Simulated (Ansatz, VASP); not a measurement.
**InO5: VASP beside Ansatz**

```
In O
1.0
     0.00000    3.07879    3.07879
     3.07879    0.00000    3.07879
     3.07879    3.07879    0.00000
In O
1 5
Cartesian
  0.0000 0.0000 0.0000
  3.8467 3.8467 3.8467
  3.8467 2.3109 2.3109
  2.3109 2.3109 3.8467
  2.3109 3.8467 2.3109
  1.5394 1.5394 1.5394
```

Change from the starting cell: species swapped into the ErCu5 type (F-43m, No. 216).

Alike in both runs: functional PBE; k mesh 6 × 6 × 6; occupations gaussian, width 0.1 eV; collinear spin.

Ansatz relaxed the structure, and its values are those at the end. VASP's run is a single point on that final structure, the one shown.

|  | VASP | Ansatz |
| --- | --- | --- |
| version | VASP 6.6.1 | Ansatz 0.2.0 |
| potentials or method | VASP PAW PBE potentials, release 64 (In_d, O) | scalar-relativistic, plane waves, PAW |
| plane-wave cutoff (eV) | 520 | 420 |
| valence electrons in the cell | 43 | 43 |

VASP gave:

```
gap on the k mesh at the Fermi level (eV)                     : none
pressure (GPa)                                                : -0.4
rms of the force components (eV/Å)                            : 0.034
net moment per atom (μB)                                      : 0.49
size of the moment on the site where the two differ most (μB) : 1.05
```

Question: Which values does Ansatz return?

Answer: gap on the k mesh at the Fermi level (eV): none; pressure (GPa): -0.3; rms of the force components (eV/Å): 0.032; net moment per atom (μB): 0.49; size of the moment on the site where the two differ most (μB): 1.23.

Site moments also hang on the region over which each program counts them. A gap of «none» marks a metal or a gap that the smearing closes.
